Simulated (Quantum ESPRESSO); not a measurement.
The system is BaZrO3.

```
CELL_PARAMETERS angstrom
4.19134 0.00000 0.00000
0.00000 4.19134 0.00000
0.00000 0.00000 4.19134
ATOMIC_POSITIONS crystal
Ba 0.00000 0.00000 0.00000
Zr 0.50000 0.50000 0.50000
O 0.50000 0.50000 0.00000
O 0.50000 0.00000 0.50000
O 0.00000 0.50000 0.50000
```

Base run:

- Program: Quantum ESPRESSO 7.5
- Functional: LDA
- Potentials or basis: PseudoDojo 0.4.1 SR LDA standard
- Cutoff: 1143 eV
- Density cutoff: 4572 eV
- k mesh: 4 × 4 × 4, shifted
- Occupations: fermi-dirac, width 0.05 eV
- Spin: no spin polarisation

Its results: pressure -5.0 GPa; electronic dielectric tensor (diagonal) 4.82.

**Question.** The run is repeated on the same cell with these changes: functional from LDA to PBEsol; potentials or basis from PseudoDojo 0.4.1 SR LDA standard to PseudoDojo 0.4.1 SR PBEsol standard. What comes out?

**Answer.** Pressure -1.1 GPa; electronic dielectric tensor (diagonal) 4.84.

Caveats: this release of the barium file is off; the cell is more than 3 GPa from zero pressure, which shifts response properties (some runs).
